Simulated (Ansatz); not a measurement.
**TiCo: an elastic constant from a strain scan**

These are results of Ansatz, DFT PBE, scalar-relativistic, plane waves, PAW, not measurements. Cutoff 420 eV, Γ-centred 16×16×16 k-points, Gaussian smearing of 0.15 eV. Collinear spins, started from moments 0.0, 0.6 μB in atom order; the magnetic state may not be the lowest. Energies are free energies at this smearing, counted from the undisturbed cell; pressure is positive in compression.

The starting cell (as given, not relaxed at this level; it stands at -0.1 GPa, and it needn't be the usual structure):

```
Ti Co
1.0
     2.98611    0.00000    0.00000
     0.00000    2.98611    0.00000
     0.00000    0.00000    2.98611
Ti Co
1 1
Direct
  0.00000 0.00000 0.00000
  0.50000 0.50000 0.50000
```

The cell is strained by ε times the Voigt pattern (0, 0, 1, 0, 0, 0) (xx, yy, zz, yz, xz, xy; engineering shear) with fractional coordinates fixed. The cell holds 2 atoms in V0 = 26.63 Å³. The stress column is τ = (1/V0) dE/dε, got from the stress tensor σ (compression positive) at each point as −det(1 + εP) σ : P(1 + εP)⁻¹, with P the pattern as a tensor.

| ε | ΔE (meV/atom) | τ (GPa) |
| --- | --- | --- |
| -0.0300 | 9.495 | -7.736 |
| -0.0200 | 4.164 | -5.114 |
| -0.0100 | 0.998 | -2.508 |
| 0.0000 | 0.000 | 0.108 |
| 0.0100 | 1.170 | 2.683 |
| 0.0200 | 4.431 | 5.135 |
| 0.0300 | 9.660 | 7.418 |
| 0.0350 | 12.968 | 8.491 |
| 0.0400 | ? | ? |

Problem. Which combination of elastic constants does this scan measure, and how large is it?

Solution. For small ε, τ = τ0 + Kε with K = pᵀCp, which for this pattern is C11 in the cubic axes. The parabola through τ at ε = -0.0100, 0 and 0.0100 has slope K = 260 GPa at zero. The energies per cell, E = NΔE, of the same two points give K = 2[E(ε₊)/ε₊ − E(ε₋)/ε₋]/[(ε₊ − ε₋)V0] = 261 GPa, in agreement.

Problem. Predict the withheld row at ε = 0.0400 from the harmonic law, and compare.

Solution. ΔE = V0(τ0 ε + Kε²/2)/N = 17.612 meV/atom and τ = 10.49 GPa. The calculation gives 16.713 meV/atom and 9.52 GPa: the energy lies 5 % below the harmonic value, as bonds soften when stretched.

In a metal these slopes depend on the k mesh and the smearing.